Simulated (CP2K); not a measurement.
# Ti in CP2K: work function with PBE

Aim: the work function of Ti with PBE.

All numbers are computed with CP2K 2026.2; they aren't measurements. Logs are shortened: lines on timing, memory, paths and dates and some standing lists are left out, and cuts for length are marked.

**1. The cell of the first run**

The cell holds a slab with vacuum, 8 atoms: a = 2.871 Å, b = 4.060 Å, c = 25.048 Å, α = 90.00°, β = 90.00°, γ = 90.00°.

**2. Work function, PBE (the (1 1 0) slab of Ti, cut from the database cell, not relaxed)**

File ti_workfunction.inp:

```
&GLOBAL
  PROJECT ti_workfunction
  RUN_TYPE ENERGY_FORCE
  PRINT_LEVEL LOW
&END GLOBAL
&FORCE_EVAL
  METHOD QS
  &DFT
    BASIS_SET_FILE_NAME BASIS_MOLOPT_UZH
    POTENTIAL_FILE_NAME POTENTIAL_UZH
    &MGRID
      CUTOFF 450
      REL_CUTOFF 60
      NGRIDS 5
    &END MGRID
    &QS
      METHOD GPW
      EPS_DEFAULT 1.0E-10
    &END QS
    &KPOINTS
      SCHEME MONKHORST-PACK 9 7 1
      GAMMA_CENTERED T
      SYMMETRY T
      SYMMETRY_BACKEND SPGLIB
    &END KPOINTS
    &SCF
      SCF_GUESS ATOMIC
      EPS_SCF 1.0E-6
      MAX_SCF 100
      ADDED_MOS 46
      CHOLESKY OFF
      EPS_EIGVAL 1.0E-7
      &DIAGONALIZATION ON
        ALGORITHM STANDARD
      &END DIAGONALIZATION
      &MIXING ON
        METHOD BROYDEN_MIXING
        ALPHA 0.2
        BETA 1.5
        NBUFFER 8
      &END MIXING
      &SMEAR ON
        METHOD FERMI_DIRAC
        ELECTRONIC_TEMPERATURE [K] 580.226
      &END SMEAR
    &END SCF
    &XC
      &XC_FUNCTIONAL PBE
      &END XC_FUNCTIONAL
    &END XC
    &PRINT
      &KPOINTS ON
      &END KPOINTS
      &MULLIKEN ON
      &END MULLIKEN
      &MO ON
        ENERGIES T
        OCCUPATION_NUMBERS T
        &EACH
          QS_SCF 0
        &END EACH
        ADD_LAST NUMERIC
      &END MO
      &LOWDIN ON
      &END LOWDIN
      &HIRSHFELD ON
        SHAPE_FUNCTION DENSITY
      &END HIRSHFELD
      &E_DENSITY_CUBE ON
        STRIDE 1
      &END E_DENSITY_CUBE
      &V_HARTREE_CUBE ON
        STRIDE 1
      &END V_HARTREE_CUBE
      &ELF_CUBE ON
        STRIDE 1
      &END ELF_CUBE
    &END PRINT
  &END DFT
  &SUBSYS
    &CELL
      ABC 2.8708535316 4.0600000000 25.0479873607
      ALPHA_BETA_GAMMA 90.0000000000 90.0000000000 90.0000000000
      PERIODIC XYZ
    &END CELL
    &COORD
      Ti  1.4354267658 2.0300000000 7.5000000000
      Ti  0.0000000000 0.0000000000 8.9354267658
      Ti  1.4354267658 2.0300000000 10.3708535316
      Ti  0.0000000000 0.0000000000 11.8062802974
      Ti  1.4354267658 2.0300000000 13.2417070633
      Ti  0.0000000000 0.0000000000 14.6771338291
      Ti  1.4354267658 2.0300000000 16.1125605949
      Ti  0.0000000000 0.0000000000 17.5479873607
    &END COORD
    &KIND Ti
      BASIS_SET TZVP-MOLOPT-PBE-GTH-q12
      POTENTIAL GTH-PBE-q12
    &END KIND
    &PRINT
      &ATOMIC_COORDINATES ON
      &END ATOMIC_COORDINATES
      &CELL ON
      &END CELL
    &END PRINT
  &END SUBSYS
  &PRINT
    &FORCES ON
    &END FORCES
  &END PRINT
&END FORCE_EVAL
```

Potentials or basis: POTENTIAL_UZH Ti GTH-PBE-q12; TZVP-MOLOPT-PBE-GTH basis.

On the command line:

```bash
$ OMP_NUM_THREADS=1 mpirun -n 2 cp2k.psmp -i ti_workfunction.inp -o ti_workfunction.out
```

ti_workfunction.out:

```text

 CP2K| version string:                                       CP2K version 2026.2
 CP2K| Input file name                                       ti_workfunction.inp

 GLOBAL| Force Environment number                                              1
 GLOBAL| Basis set file name                                    BASIS_MOLOPT_UZH
 GLOBAL| Potential file name                                       POTENTIAL_UZH
 GLOBAL| MM Potential file name                                     MM_POTENTIAL
 GLOBAL| Coordinate file name                                      __STD_INPUT__
 GLOBAL| Method name                                                        CP2K
 GLOBAL| Project name                                            ti_workfunction
 GLOBAL| Run type                                                   ENERGY_FORCE
 GLOBAL| FFT library                                                       FFTW3
 GLOBAL| Diagonalization library                                       ScaLAPACK
 GLOBAL| Cholesky decomposition library                                ScaLAPACK
 GLOBAL| DGEMM library                                                      BLAS
 GLOBAL| Direct generalized diagonalization requested                          F
 GLOBAL| Matrix multiplication library                                 ScaLAPACK
 GLOBAL| Global print level                                                  LOW
 GLOBAL| Total number of message passing processes                             2
 GLOBAL| Number of threads for this process                                    1
 GLOBAL| CPU model name                                                  UNKNOWN

 CELL| Volume [angstrom^3]:                                           291.950958
 CELL| Vector a [angstrom]:       2.871     0.000     0.000   |a| =     2.870854
 CELL| Vector b [angstrom]:       0.000     4.060     0.000   |b| =     4.060000
 CELL| Vector c [angstrom]:       0.000     0.000    25.048   |c| =    25.047987
 CELL| Angle (b,c), alpha [degree]:                                    90.000000
 CELL| Angle (a,c), beta  [degree]:                                    90.000000
 CELL| Angle (a,b), gamma [degree]:                                    90.000000
 CELL| Numerically orthorhombic:                                             YES
 CELL| Periodicity                                                           XYZ

 CELL_REF| Volume [angstrom^3]:                                       291.950958
 CELL_REF| Vector a [angstrom     2.871     0.000     0.000   |a| =     2.870854
 CELL_REF| Vector b [angstrom     0.000     4.060     0.000   |b| =     4.060000
 CELL_REF| Vector c [angstrom     0.000     0.000    25.048   |c| =    25.047987
 CELL_REF| Angle (b,c), alpha [degree]:                                90.000000
 CELL_REF| Angle (a,c), beta  [degree]:                                90.000000
 CELL_REF| Angle (a,b), gamma [degree]:                                90.000000
 CELL_REF| Numerically orthorhombic:                                         YES
 CELL_REF| Periodicity                                                       XYZ

[... 8 lines left out ...]
 TOTAL NUMBERS AND MAXIMUM NUMBERS

  Total number of            - Atomic kinds:                                   1
                             - Atoms:                                          8
                             - Shell sets:                                     8
                             - Shells:                                        88
                             - Primitive Cartesian functions:                 48
                             - Cartesian basis functions:                    328
                             - Spherical basis functions:                    280

  Maximum angular momentum of- Orbital basis functions:                        3
                             - Local part of the GTH pseudopotential:          2
                             - Non-local part of the GTH pseudopotential:      3

 MODULE QUICKSTEP: ATOMIC COORDINATES IN ANGSTROM

   Atom Kind Element         X             Y             Z       Z(eff)     Mass
      1    1 Ti   22      1.435427      2.030000      7.500000  12.0000  47.8670
      2    1 Ti   22      0.000000      0.000000      8.935427  12.0000  47.8670
      3    1 Ti   22      1.435427      2.030000     10.370854  12.0000  47.8670
      4    1 Ti   22      0.000000      0.000000     11.806280  12.0000  47.8670
      5    1 Ti   22      1.435427      2.030000     13.241707  12.0000  47.8670
      6    1 Ti   22      0.000000      0.000000     14.677134  12.0000  47.8670
      7    1 Ti   22      1.435427      2.030000     16.112561  12.0000  47.8670
      8    1 Ti   22      0.000000      0.000000     17.547987  12.0000  47.8670

 SCF PARAMETERS         Density guess:                                    ATOMIC
[... 68 lines left out ...]

  Step     Update method      Time    Convergence         Total energy    Change
  ------------------------------------------------------------------------------
     1 NoMix/Diag. 0.20E+00    3.9     1.08448256      -467.2437835754 -4.67E+02
     2 Broy./Diag. 0.20E+00    4.1     0.48228805      -468.2592212534 -1.02E+00
     3 Broy./Diag. 0.20E+00    4.0     0.11521331      -467.1582304444  1.10E+00
     4 Broy./Diag. 0.20E+00    3.9     0.11307714      -466.0277107658  1.13E+00
     5 Broy./Diag. 0.20E+00    4.1     0.05400809      -464.2971280469  1.73E+00
     6 Broy./Diag. 0.20E+00    4.1     0.02017192      -464.0982858732  1.99E-01
     7 Broy./Diag. 0.20E+00    4.2     0.05166577      -464.0628116799  3.55E-02
     8 Broy./Diag. 0.20E+00    4.0     0.01367280      -464.5355820145 -4.73E-01
     9 Broy./Diag. 0.20E+00    4.1     0.00645839      -464.5351374691  4.45E-04
    10 Broy./Diag. 0.20E+00    4.1     0.00936077      -464.4148719182  1.20E-01
    11 Broy./Diag. 0.20E+00    4.0     0.00632773      -464.3493386661  6.55E-02
[... 19 lines left out ...]
    31 Broy./Diag. 0.20E+00    4.1     0.00003206      -464.4101236636  2.54E-04
    32 Broy./Diag. 0.20E+00    3.9     0.00000769      -464.4102354965 -1.12E-04
    33 Broy./Diag. 0.20E+00    4.0     0.00002308      -464.4101312250  1.04E-04
    34 Broy./Diag. 0.20E+00    4.0     0.00001002      -464.4100495806  8.16E-05
    35 Broy./Diag. 0.20E+00    4.0     0.00000936      -464.4100811725 -3.16E-05
    36 Broy./Diag. 0.20E+00    4.0     0.00000887      -464.4101743575 -9.32E-05
    37 Broy./Diag. 0.20E+00    4.0     0.00000221      -464.4102013342 -2.70E-05
    38 Broy./Diag. 0.20E+00    4.1     0.00000190      -464.4101658159  3.55E-05
    39 Broy./Diag. 0.20E+00    3.6     0.00000127      -464.4101447980  2.10E-05
    40 Broy./Diag. 0.20E+00    4.0     0.00000079      -464.4101657448 -2.09E-05

  *** SCF run converged in    40 steps ***

  Electronic density on regular grids:        -95.9999999993        0.0000000007
  Core density on regular grids:               95.9999999961       -0.0000000039
  Total charge density on r-space grids:       -0.0000000032
  Total charge density g-space grids:          -0.0000000032

  Overlap energy of the core charge distribution:               0.00000000000000
  Self energy of the core charge distribution:               -853.00878669091639
  Core Hamiltonian energy:                                    217.24974917359850
  Hartree energy:                                             229.84741111869556
  Exchange-correlation energy:                                -58.49478895456056
  Electronic entropic energy:                                  -0.00375039260345
  Fermi energy:                                                 0.12914895006465

  Total energy:                                              -464.41016574478147
  Total energy (extrapolated to T->0):                       -464.40829054847973

 MO| EIGENVALUES AND OCCUPATION NUMBERS FOR K POINT 1
 MO|
 MO|  Index      Eigenvalue [a.u.]        Eigenvalue [eV]             Occupation
 MO|      1              -1.960114             -53.337407               2.000000
 MO|      2              -1.960114             -53.337404               2.000000
 MO|      3              -1.946633             -52.970569               2.000000
 MO|      4              -1.946501             -52.966984               2.000000
 MO|      5              -1.946348             -52.962834               2.000000
 MO|      6              -1.946262             -52.960474               2.000000
[... 986 lines left out ...]
 MO|     93               0.642441              17.481701               0.000000
 MO|     94               0.643321              17.505665               0.000000
 MO| Sum:                                                              98.155910
 MO| E(Fermi):            0.129149 a.u.          3.514322 eV

 The electron density is written in Cube    file format to the file:

 ti_workfunction-ELECTRON_DENSITY-1_0.cube

 !-----------------------------------------------------------------------------!
                     Mulliken Population Analysis

 #  Atom  Element  Kind  Atomic population                           Net charge
       1     Ti       1         11.961247                              0.038753
       2     Ti       1         12.068699                             -0.068699
       3     Ti       1         11.969433                              0.030567
       4     Ti       1         12.000600                             -0.000600
       5     Ti       1         12.000685                             -0.000685
       6     Ti       1         11.969350                              0.030650
       7     Ti       1         12.068750                             -0.068750
       8     Ti       1         11.961236                              0.038764
 # Total charge                             96.000000                  0.000000

 !-----------------------------------------------------------------------------!

 !-----------------------------------------------------------------------------!
                           Hirshfeld Charges

  #Atom  Element  Kind  Ref Charge     Population                    Net charge
      1       Ti     1      12.000         11.949                         0.051
      2       Ti     1      12.000         12.046                        -0.046
      3       Ti     1      12.000         12.003                        -0.003
      4       Ti     1      12.000         12.002                        -0.002
      5       Ti     1      12.000         12.002                        -0.002
      6       Ti     1      12.000         12.003                        -0.003
      7       Ti     1      12.000         12.046                        -0.046
      8       Ti     1      12.000         11.949                         0.051

  Total Charge                                                           -0.000
 !-----------------------------------------------------------------------------!

 LOWDIN POPULATION ANALYSIS

 #  Atom  Element  Kind  Atomic population                           Net charge
       1     Ti       1         11.808647                              0.191353
       2     Ti       1         12.132823                             -0.132823
       3     Ti       1         12.048199                             -0.048199
       4     Ti       1         12.010332                             -0.010332
       5     Ti       1         12.010330                             -0.010330
       6     Ti       1         12.048201                             -0.048201
       7     Ti       1         12.132820                             -0.132820
       8     Ti       1         11.808649                              0.191351
 # Total charge                             96.000000                  0.000000

               ----- ELF is computed on the real space grid -----

 ELF is written in Cube    file format to the file:

 ti_workfunction-ELF_S1-1_0.cube

 ENERGY| Total FORCE_EVAL ( QS ) energy [hartree]           -464.410171910603992

 FORCES| Atomic forces [hartree/bohr]
 FORCES|   Atom     x               y               z               |f|
 FORCES|      1  5.04495267E-10  3.59452592E-10  7.86989703E-03   7.86989703E-03
 FORCES|      2  4.55528325E-10  3.74163658E-10 -7.13038252E-03   7.13038252E-03
 FORCES|      3  3.87753534E-10  2.97203427E-10 -6.40793655E-03   6.40793655E-03
 FORCES|      4  4.64465053E-10  3.76032102E-10  7.13741224E-04   7.13741224E-04
 FORCES|      5  4.33507431E-10  3.49643137E-10 -7.13715866E-04   7.13715866E-04
 FORCES|      6  4.19209642E-10  3.23261016E-10  6.40789830E-03   6.40789830E-03
 FORCES|      7  4.26032146E-10  3.48665660E-10  7.13036277E-03   7.13036277E-03
 FORCES|      8  5.33137251E-10  3.72448823E-10 -7.86986295E-03   7.86986295E-03
 FORCES| Sum     3.62412865E-09  2.80087042E-09  1.44398893E-09
 FORCES| Total atomic force                                       4.80252929E-09
```

Run time: 3 min. Hardware: 2 MPI ranks of Arm Neoverse V1, shared host.

Results:

- Free energy: -12637.2435 eV
- Largest force: 0.405 eV/Å
- Band gap on the k mesh: none (metal or under the smearing width)
- Work function: 3.25 eV
- Work function of the upper face: 3.25 eV
- Work function of the lower face: 3.25 eV

Forces on the atoms (eV/Å):
```
Ti   0.000  0.000  0.405
Ti   0.000  0.000 -0.367
Ti   0.000  0.000 -0.330
Ti   0.000  0.000  0.037
Ti   0.000  0.000 -0.037
Ti   0.000  0.000  0.330
Ti   0.000  0.000  0.367
Ti   0.000  0.000 -0.405
```

Caveat: the basis of atomic orbitals isn't converged, which shifts pressures, moduli and gaps.
